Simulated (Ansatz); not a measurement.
# HfC: from a guess to a relaxed structure, part 2 of 2

The task: take a trial cell of HfC to zero force and stress.

Ansatz 0.2.0; DFT PBE, scalar-relativistic, plane waves, PAW.

## 4. Relaxation on the finer mesh

The end of the coarse run is made exact in the group found at a tolerance of 0.06 Å and reduced to its primitive cell.

Input file input.yaml:

```yaml
crystal:
  lattice:
    - [3.8455106583, 0.0, 0.0]
    - [-1.9227553292, 3.3303099206, 0.0]
    - [0.0, 0.0, 4.6591157974]
  atoms:
    - { symbol: Hf, position: [0.6666666667, 0.3333333333, 0.4460083321] }
    - { symbol: Hf, position: [0.3333333333, 0.6666666667, 0.9460083321] }
    - { symbol: C, position: [0.6666666667, 0.3333333333, 0.9298516779] }
    - { symbol: C, position: [0.3333333333, 0.6666666667, 0.4298516779] }
basis:
  ecutwfc: 420
kpoints:
  mp_grid: { grid: [12, 12, 10] }
hamiltonian:
  xc: pbe
scf:
  occupations: { method: gaussian, width: 0.1 }
output:
  forces: true
  stress: true
  eigenvalues: true
relax:
  adjacent_minimum: "off"
  f_tol: 0.01
  max_steps: 80
  cell: { stress_tol: 0.05 }
```

Run with:

```sh
ansatz run input.yaml --threads 1 --pin off --max-ram 2560MiB --backend cpu --events-out ev --progress --plain --runs-dir out
```

The program printed:

```text
Warning: RAYON_NUM_THREADS=1 ignored (pool sized by the plan → 1); use --threads N
Engine: ansatz 0.2.0, x86_64-unknown-linux-gnu
Pseudopotentials: kind: paw
Pseudopotential: Hf, paw, valence charge 26, recommended cutoff 420 eV (normal), Hf.paw.azcp
Pseudopotential: C, paw, valence charge 4, recommended cutoff 420 eV (normal), C.paw.azcp
Functional definition: PBE
  parameter kappa = 0.804
  parameter beta = 0.06672455060314922
  exchange = pbe_x(kappa = kappa, mu = beta*pi^2/3)
  correlation = pbe_c(beta = beta)
Crystal: 4 atoms, lattice volume = 59.668 Å³
Basis set: ecut = 420 eV, 1143 PW (Γ), exchange–correlation on 54×54×64 points (8 copies of the dense FFT grid, shifted against one another)
Bands: 36, of which v1, the nominal top of the filled ones, is band 30 counted from 1 (29 counted from 0)
Symmetry: 12 space group operations
Space group: P63mc (ITA 186), of the structure as read, at distance tolerance 3.9e-5 Å
k-points: 114 of 1440 (time reversal used)
Non-local potential: Hf, projectors of the file, l = 0: 3, l = 1: 2, l = 2: 2, l = 3: 3
Non-local potential: C, projectors of the file, l = 0: 2, l = 1: 2, l = 2: 1
PAW form: soft (Blöchl's): semilocal exchange-correlation on the pseudo side does not see the compensation charge
PAW one-centre angular grid: Hf, 590 points (default); XC on 64 Gauss nodes
PAW one-centre angular grid: C, 110 points (default); XC on 64 Gauss nodes
Initial density: superposition of atomic densities (neutral atoms: chi_scale 0, normalization atom), corrected by the library's trained network
Initial wavefunctions: pseudopotential atomic-orbital guess
Functional: x = pbe(κ = 0.804, μ = 0.2195149727645171), c = pbe(β = 0.06672455060314922)
SCF iter   1: F=—  HF=-31947.221567 eV  |F-HF|=—  |Δ(HF+E_count)|=         —  Δρ=3.79e-3  dr2=5.35e-3  ethr=1.77e-3  ⟨swp⟩=4.2  Hψ=12801  notcnv=0
preconditioner: auto → Kerker (q_TF=auto, 2.731 Å⁻¹)  [metal: Δε(μ)=0.065 eV  Ē_g=17.055 eV  σ=0.100 eV  W_gap=0.35  n_scr=22 (ndim 8)  ℏωp=36.0 eV  f_vac=0.029  D(μ)=0.32/eV (n_scr^D=0)]
SCF iter   2: F=—  HF=-31947.221030 eV  |F-HF|=—  |Δ(HF+E_count)|=   5.37e-4  Δρ=2.18e-3  dr2=2.23e-3  ethr=8.91e-6  ⟨swp⟩=2.0  Hψ=5977  notcnv=0  defer=1
SCF iter   3: F=—  HF=-31947.220652 eV  |F-HF|=—  |Δ(HF+E_count)|=   3.78e-4  Δρ=4.39e-4  dr2=2.09e-4  ethr=3.72e-6  ⟨swp⟩=3.0  Hψ=7408  notcnv=0  defer=1
SCF iter   4: F=—  HF=-31947.220584 eV  |F-HF|=—  |Δ(HF+E_count)|=   6.84e-5  Δρ=3.19e-4  dr2=7.81e-5  ethr=3.49e-7  ⟨swp⟩=2.0  Hψ=7365  notcnv=0  defer=1
SCF iter   5: F=—  HF=-31947.220558 eV  |F-HF|=—  |Δ(HF+E_count)|=   2.51e-5  Δρ=1.57e-4  dr2=2.27e-5  ethr=1.30e-7  ⟨swp⟩=2.0  Hψ=6442  notcnv=0  defer=1
SCF iter   6: F=—  HF=-31947.220557 eV  |F-HF|=—  |Δ(HF+E_count)|=   1.96e-6  Δρ=5.61e-5  dr2=2.33e-6  ethr=3.78e-8  ⟨swp⟩=2.0  Hψ=6410  notcnv=0  defer=1
SCF iter   7: F=—  HF=-31947.220557 eV  |F-HF|=—  |Δ(HF+E_count)|=   7.78e-7  Δρ=2.03e-5  dr2=2.41e-7  ethr=3.88e-9  ⟨swp⟩=3.0  Hψ=7386  notcnv=0  defer=1
SCF iter   8: F=-31947.220557 eV  HF=-31947.220557 eV  |F-HF|=1.17e-8  |Δ(HF+E_count)|=   4.73e-8  Δρ=4.51e-6  dr2=1.29e-8  ethr=1.67e-10  ⟨swp⟩=8.3  Hψ=18617  notcnv=0
SCF 1 converged in 8 iterations: F = -31947.220557 eV  dr2 = 1.29e-8
relax step   1: F+E_penalty+E_count = -31947.22055733 eV  Δ(F+E_penalty+E_count) = +0.000e0 eV  max|allowed force component| = 1.606e-1 eV/Å  Δτ_max = 0.0000 Å  P = +0.044 GPa  Ω = 59.668 Å³  (8 SCF iters, dr2 threshold 1.00e-7 eV, accepted)
Crystal: 4 atoms, lattice volume = 59.613 Å³
Basis set: ecut = 420 eV, 1155 PW (Γ), exchange–correlation on 54×54×64 points (8 copies of the dense FFT grid, shifted against one another)
Initial density: handed on by an earlier stage of this run
Initial wavefunctions: those handed on with the density
iter 1 solved again at ethr=1.73e-6 eV; its pass at ethr=3.10e-3 eV (dr2=1.04e-3 eV) is discarded
SCF iter   1: F=—  HF=-31947.225263 eV  |F-HF|=—  |Δ(HF+E_count)|=         —  Δρ=1.58e-3  dr2=1.07e-3  ethr=1.73e-6  ⟨swp⟩=2.1  Hψ=17177  notcnv=0
preconditioner: auto → Kerker (q_TF=auto, 2.731 Å⁻¹)  [metal: Δε(μ)=0.030 eV  Ē_g=17.037 eV  σ=0.100 eV  W_gap=0.17  n_scr=22 (ndim 8)  ℏωp=36.0 eV  f_vac=0.034  D(μ)=0.26/eV (n_scr^D=0)]
SCF iter   2: F=—  HF=-31947.225002 eV  |F-HF|=—  |Δ(HF+E_count)|=   2.61e-4  Δρ=8.99e-4  dr2=4.12e-4  ethr=1.73e-6  ⟨swp⟩=1.1  Hψ=4119  notcnv=0
SCF iter   3: F=—  HF=-31947.224853 eV  |F-HF|=—  |Δ(HF+E_count)|=   1.49e-4  Δρ=1.35e-4  dr2=9.41e-6  ethr=6.86e-7  ⟨swp⟩=2.0  Hψ=5048  notcnv=0
SCF iter   4: F=—  HF=-31947.224829 eV  |F-HF|=—  |Δ(HF+E_count)|=   2.40e-5  Δρ=3.32e-5  dr2=5.53e-7  ethr=1.57e-8  ⟨swp⟩=2.0  Hψ=7001  notcnv=0
SCF iter   5: F=-31947.224829 eV  HF=-31947.224829 eV  |F-HF|=1.66e-8  |Δ(HF+E_count)|=   1.30e-7  Δρ=7.97e-6  dr2=4.71e-8  ethr=6.67e-10  ⟨swp⟩=5.4  Hψ=17853  notcnv=0
SCF 2 converged in 5 iterations: F = -31947.224829 eV  dr2 = 4.71e-8
relax step   2: F+E_penalty+E_count = -31947.22482895 eV  Δ(F+E_penalty+E_count) = -4.272e-3 eV  max|allowed force component| = 1.217e-1 eV/Å  Δτ_max = 0.0071 Å  P = +0.178 GPa  Ω = 59.613 Å³  energy of the carried Pulay correction = +8.055e-5 eV  (5 SCF iters, dr2 threshold 4.00e-7 eV, accepted)
Crystal: 4 atoms, lattice volume = 60.121 Å³
iter 1 solved again at ethr=2.58e-5 eV; its pass at ethr=3.10e-3 eV (dr2=1.55e-2 eV) is discarded
SCF iter   1: F=—  HF=-31947.232273 eV  |F-HF|=—  |Δ(HF+E_count)|=         —  Δρ=5.65e-3  dr2=1.55e-2  ethr=2.58e-5  ⟨swp⟩=1.6  Hψ=16348  notcnv=0
preconditioner: auto → Resta (q_TF=auto, 2.727 Å⁻¹)  ε∞=5.4  [insulator: Δε(μ)=0.107 eV  Ē_g=17.029 eV  σ=0.100 eV  W_gap=0.54  n_scr=22 (ndim 8)  ℏωp=35.8 eV  f_vac=0.039  D(μ)=0.24/eV (n_scr^D=0)  ε∞_Penn≈5.4]
SCF iter   2: F=—  HF=-31947.228030 eV  |F-HF|=—  |Δ(HF+E_count)|=   4.24e-3  Δρ=2.90e-3  dr2=4.29e-3  ethr=2.58e-5  ⟨swp⟩=2.0  Hψ=4789  notcnv=0
preconditioner: auto → Kerker (q_TF=auto, 2.727 Å⁻¹)  [metal: Δε(μ)=0.096 eV  Ē_g=17.026 eV  σ=0.100 eV  W_gap=0.49  n_scr=22 (ndim 8)  ℏωp=35.8 eV  f_vac=0.038  D(μ)=0.23/eV (n_scr^D=0)]
SCF iter   3: F=—  HF=-31947.226571 eV  |F-HF|=—  |Δ(HF+E_count)|=   1.46e-3  Δρ=4.93e-4  dr2=1.47e-4  ethr=7.15e-6  ⟨swp⟩=2.0  Hψ=5014  notcnv=0
SCF iter   4: F=—  HF=-31947.226558 eV  |F-HF|=—  |Δ(HF+E_count)|=   1.34e-5  Δρ=1.99e-4  dr2=1.99e-5  ethr=2.44e-7  ⟨swp⟩=2.0  Hψ=6610  notcnv=0
SCF iter   5: F=—  HF=-31947.226562 eV  |F-HF|=—  |Δ(HF+E_count)|=   3.98e-6  Δρ=1.04e-4  dr2=5.15e-6  ethr=3.31e-8  ⟨swp⟩=2.0  Hψ=7523  notcnv=0
SCF iter   6: F=—  HF=-31947.226557 eV  |F-HF|=—  |Δ(HF+E_count)|=   5.10e-6  Δρ=3.58e-5  dr2=9.71e-7  ethr=8.58e-9  ⟨swp⟩=2.0  Hψ=7519  notcnv=0
SCF iter   7: F=-31947.226557 eV  HF=-31947.226557 eV  |F-HF|=2.84e-8  |Δ(HF+E_count)|=   3.33e-7  Δρ=1.15e-5  dr2=1.17e-7  ethr=6.67e-10  ⟨swp⟩=5.2  Hψ=17714  notcnv=0
SCF 3 converged in 7 iterations: F = -31947.226557 eV  dr2 = 1.17e-7
relax step   3: F+E_penalty+E_count = -31947.22655692 eV  Δ(F+E_penalty+E_count) = -1.728e-3 eV  max|allowed force component| = 3.590e-3 eV/Å  Δτ_max = 0.0237 Å  P = -1.557 GPa  Ω = 60.121 Å³  energy of the carried Pulay correction = -6.544e-4 eV  (7 SCF iters, dr2 threshold 4.00e-7 eV, accepted)
[... 10 lines left out ...]
relax step   4: F+E_penalty+E_count = -31947.22931811 eV  Δ(F+E_penalty+E_count) = -2.761e-3 eV  max|allowed force component| = 8.617e-3 eV/Å  Δτ_max = 0.0120 Å  P = +1.029 GPa  Ω = 59.327 Å³  energy of the carried Pulay correction = +4.963e-4 eV  (6 SCF iters, dr2 threshold 4.00e-7 eV, accepted)
[... 10 lines left out ...]
relax step   5: F+E_penalty+E_count = -31947.22993777 eV  Δ(F+E_penalty+E_count) = -6.197e-4 eV  max|allowed force component| = 1.679e-3 eV/Å  Δτ_max = 0.0023 Å  P = +0.068 GPa  Ω = 59.593 Å³  energy of the carried Pulay correction = +1.086e-4 eV  (6 SCF iters, dr2 threshold 4.00e-7 eV, accepted)
[... 9 lines left out ...]
relax step   6: F+E_penalty+E_count = -31947.23014184 eV  Δ(F+E_penalty+E_count) = -2.041e-4 eV  max|allowed force component| = 8.857e-4 eV/Å  Δτ_max = 0.0018 Å  P = +0.033 GPa  Ω = 59.621 Å³  energy of the carried Pulay correction = +6.791e-5 eV  (5 SCF iters, dr2 threshold 4.00e-7 eV, accepted)
[... 9 lines left out ...]
relax step   7: F+E_penalty+E_count = -31947.23012806 eV  Δ(F+E_penalty+E_count) = +1.378e-5 eV  max|allowed force component| = 6.546e-4 eV/Å  Δτ_max = 0.0003 Å  P = -0.000 GPa  Ω = 59.634 Å³  energy of the carried Pulay correction = +5.009e-5 eV  (5 SCF iters, dr2 threshold 7.48e-9 eV, accepted)
Initial wavefunctions: pseudopotential atomic-orbital guess (no wavefunctions were taken with the density)
iter 1 solved again at ethr=3.96e-8 eV; its pass at ethr=3.10e-3 eV (dr2=2.38e-5 eV) is discarded
SCF iter   1: F=—  HF=-31947.230167 eV  |F-HF|=—  |Δ(HF+E_count)|=         —  Δρ=1.54e-5  dr2=1.56e-8  ethr=3.96e-8  ⟨swp⟩=3.3  Hψ=25009  notcnv=0
preconditioner: auto → Resta (q_TF=auto, 2.731 Å⁻¹)  ε∞=5.5  [insulator: Δε(μ)=0.106 eV  Ē_g=17.037 eV  σ=0.100 eV  W_gap=0.53  n_scr=22 (ndim 8)  ℏωp=36.0 eV  f_vac=0.035  D(μ)=0.25/eV (n_scr^D=0)  ε∞_Penn≈5.5]
SCF iter   2: F=—  HF=-31947.230166 eV  |F-HF|=—  |Δ(HF+E_count)|=   4.27e-7  Δρ=8.54e-6  dr2=5.13e-9  ethr=2.61e-11  ⟨swp⟩=3.4  Hψ=10508  notcnv=0
SCF iter   3: F=—  HF=-31947.230166 eV  |F-HF|=—  |Δ(HF+E_count)|=   3.22e-8  Δρ=1.05e-6  dr2=3.36e-10  ethr=8.56e-12  ⟨swp⟩=2.3  Hψ=6093  notcnv=0
SCF iter   4: F=—  HF=-31947.230166 eV  |F-HF|=—  |Δ(HF+E_count)|=  1.89e-10  Δρ=4.38e-7  dr2=4.59e-11  ethr=1.00e-12  ⟨swp⟩=2.3  Hψ=5567  notcnv=0
SCF iter   5: F=-31947.230166 eV  HF=-31947.230166 eV  |F-HF|=3.64e-12  |Δ(HF+E_count)|=  5.82e-11  Δρ=1.76e-7  dr2=1.06e-11  ethr=1.00e-12  ⟨swp⟩=5.2  Hψ=16578  notcnv=0
SCF 8 converged in 5 iterations: F = -31947.230166 eV  dr2 = 1.06e-11
relax step   8: F+E_penalty+E_count = -31947.23016624 eV  Δ(F+E_penalty+E_count) = -3.818e-5 eV  max|allowed force component| = 6.809e-4 eV/Å  Δτ_max = 0.0000 Å  P = -0.003 GPa  Ω = 59.634 Å³  stress off target by 3.13e-2 GPa  SCF on the basis re-selected at this cell (its energy is not comparable with the rows above)  (5 SCF iters)
basis re-selected at this cell: Δ(F+E_penalty+E_count) = -3.818e-5 eV, ΔP = -0.003 GPa vs the last step (what re-selecting the basis moved, of the pressure what is left beyond the Pulay correction that the steps carried, after the strain that the cell walked since its last selection, with what the two solves' SCF thresholds leave and, on support functions, any second-order correction that the steps lacked; it is no measure of the basis error at this ecutwfc). This SCF's stress stands 3.13e-2 GPa from its target on what of the cell is left free (relax.cell.stress_tol is 5.00e-2 GPa) and its largest allowed force component is 6.81e-4 eV/Å (relax.f_tol is 1.00e-2 eV/Å): within both
SCF converged after 5 iterations
Free energy (F): -31947.230166 eV
Harris-Foulkes:  -31947.230166 eV  (|F-HF|=3.64e-12)
Internal energy: -31947.228920 eV  (E = F + TS)
E sigma→0 (E₀):  -31947.229543 eV
Entropy (-TS):   -0.001247 eV (-0.312 meV/atom)
Fermi energy:    16.370328 eV
--- Per-component energies (eV) ---
  E_band       = 0.772187
  E_kinetic    = 1021.922555
  E_local      = -11383.745280  (includes V_loc(G=0)·N_el)
  E_nonlocal   = -2433.448442
  E_hartree    = 5308.280685
  E_xc         = -696.682884
  E_vxc        = -652.144619  (∫ρ·V_xc dr)
  E_paw        = -14053.721645  (= ΣΔE_a)
  E_vpaw       = 2831.626711  (= ΣTr[D̂ρ^β])
  E_aug_tail   = 0.000011  (compensation charges beyond the density's cutoff)
  E_ewald      = -9709.833919
  E_smearing   = -0.001247  (= −TS)
  E_closure    = 0.000000  (closes the sum)
  Σ components = -31947.230166   (vs F -31947.230166, Δ=0.00e0)
--- Forces (eV/Å), atoms counted from 1 ---
  atom   1  Hf    -0.00000000     0.00000000     0.00068057
  atom   2  Hf     0.00000000     0.00000000     0.00068057
  atom   3  C     -0.00000000     0.00000000    -0.00068131
  atom   4  C      0.00000000     0.00000000    -0.00068131
  max |Σ_I F_I| component: 1.47e-6 eV/Å
--- Stress (GPa, compression-positive) ---
        0.011384      -0.000000      -0.000000
       -0.000000       0.011384       0.000000
       -0.000000       0.000000      -0.031307
  P = ⅓ Tr σ = -0.0028 GPa (-0.028 kbar)
--- Band table (eV; the first three rows and the last of 114) ---
  k-point 0: bands = ["-44.7925", "-44.7378", "-13.7458", "-13.5977", "-13.5977", "-13.3957", "-13.3957", "-13.1688", "4.6412", "5.1128", "5.2721", "5.2772", "5.2816", "5.2831", "5.2831", "5.2833", "5.2833", "5.3088", "5.3088", "5.3100", "5.3100", "5.3357", "5.5000", "6.7340", "13.6807", "13.6807", "13.8092", "13.8092", "14.4508", "17.6860", "17.6986", "17.6986", "18.7951", "21.2276", "21.2353", "21.2353"]
  k-point 1: bands = ["-44.7911", "-44.7392", "-13.7334", "-13.5928", "-13.5928", "-13.4007", "-13.4007", "-13.1848", "4.6938", "5.1110", "5.2723", "5.2795", "5.2811", "5.2811", "5.2813", "5.2815", "5.2815", "5.3111", "5.3111", "5.3125", "5.3125", "5.3342", "5.5299", "6.7660", "13.6248", "13.6248", "13.7632", "13.7632", "14.2425", "16.9872", "17.8837", "17.8837", "18.9898", "21.3215", "21.3215", "21.9059"]
  k-point 2: bands = ["-44.7873", "-44.7431", "-13.6969", "-13.5785", "-13.5785", "-13.4150", "-13.4150", "-13.2308", "4.8207", "5.1058", "5.2730", "5.2771", "5.2771", "5.2779", "5.2779", "5.2807", "5.2857", "5.3162", "5.3162", "5.3180", "5.3180", "5.3300", "5.6405", "6.8389", "13.4960", "13.4960", "13.6441", "13.6441", "13.7516", "15.7996", "18.3921", "18.3921", "19.2539", "21.5187", "21.5187", "22.6694"]
  k-point 113: bands = ["-44.7619", "-44.7619", "-13.7994", "-13.7994", "-13.5717", "-13.5717", "-13.2476", "-13.2476", "5.2310", "5.2310", "5.2412", "5.2412", "5.2571", "5.2571", "5.2818", "5.2818", "5.2860", "5.2860", "5.3121", "5.3121", "5.3354", "5.3354", "7.7601", "7.7601", "11.8407", "11.8407", "14.0679", "14.0679", "14.5167", "14.5167", "17.8486", "17.8486", "20.8005", "20.8005", "21.9544", "21.9544"]
--- Relaxed structure (7 steps of the walk, 7 accepted, 1 SCFs on fresh bases) ---
  F+E_penalty+E_count = -31947.23016624 eV   max|allowed force component| = 6.809e-4 eV/Å   (the final SCF, on the basis selected at the relaxed cell)
  cell:  # Å, volume = 59.6336 Å³
    - [3.85370027146077, 2.8928991243729346e-11, 3.7906216816134943e-34]
    - [-1.9268501357554384, 3.33740233364155, -4.353117398967196e-34]
    - [-3.061742540535982e-34, -4.2039160273374916e-34, 4.636649454411962]
  atoms:
    - { symbol: Hf, position: [0.6666666666666667, 0.33333333333333337, 0.4377676302216678] }
    - { symbol: Hf, position: [0.3333333333333334, 0.6666666666666667, 0.9377676302216676] }
    - { symbol: C, position: [0.6666666666666667, 0.33333333333333337, 0.9380923797783323] }
    - { symbol: C, position: [0.3333333333333334, 0.6666666666666667, 0.4380923797783322] }
```

Wall time 1.9 min (1 thread of Intel Xeon Platinum 8488C (Sapphire Rapids), shared host); peak memory 0.52 GiB.

The steps of the relaxation:

```csv
step,energy from step 1 (eV/cell),largest force component (eV/Å),pressure (GPa),volume (Å³)
1,0.0000,0.1606,0.04,59.67
2,-0.0043,0.1217,0.18,59.61
3,-0.0060,0.0036,-1.56,60.12
4,-0.0088,0.0086,1.03,59.33
5,-0.0094,0.0017,0.07,59.59
6,-0.0096,0.0009,0.03,59.62
7,-0.0096,0.0007,0.00,59.63
8,-0.0096,0.0007,0.00,59.63
```

Step 1 is the start. Step 8 repeats the geometry before it on a plane-wave basis chosen anew for that cell, so its energy need not be comparable with the rows above.

|  | before | after | change |
| --- | --- | --- | --- |
| a (Å) | 3.846 | 3.854 | +0.2 % |
| b (Å) | 3.846 | 3.854 | +0.2 % |
| c (Å) | 4.659 | 4.637 | -0.5 % |
| volume (Å³/atom) | 14.92 | 14.91 | -0.1 % |
| shortest distance (Å) | 2.221 | 2.225 | +0.2 % |
| space group (0.01 Å) | P6_3mc | P6_3/mmc | changed |

Forces and stress were held to the start's 12 operations: a distortion of lower symmetry was not tested.

## 5. Outcome

The summary covers parts 1 to 2. Changes of volume or cell count from the first structure of part 1.

```
                              quantity                                                                       value
symmetry at the end (tolerance 0.05 Å)                                              space group P6_3/mmc (No. 194)
                     conventional cell  a = 3.854 Å, b = 3.854 Å, c = 4.637 Å, α = 90.00°, β = 90.00°, γ = 120.00°
                                volume                                                               14.91 Å³/atom
              energy over the elements                                                               -0.65 eV/atom
                       gap on the mesh                                                                none (metal)
```

The symmetry goes from space group P6_3mc (No. 186) to space group P6_3/mmc (No. 194) (read at 0.05 Å; 0.001 Å gives P6_3mc (No. 186)), and the volume per atom shrinks by 17.2 % from the first guess. It lies below the elements, which doesn't yet make it stable: competing phases were not computed in this session. No finished test with a distortion of lower symmetry is shown, so the end may be a saddle point. These runs have no spin-orbit coupling; with Hf it would split and shift bands.
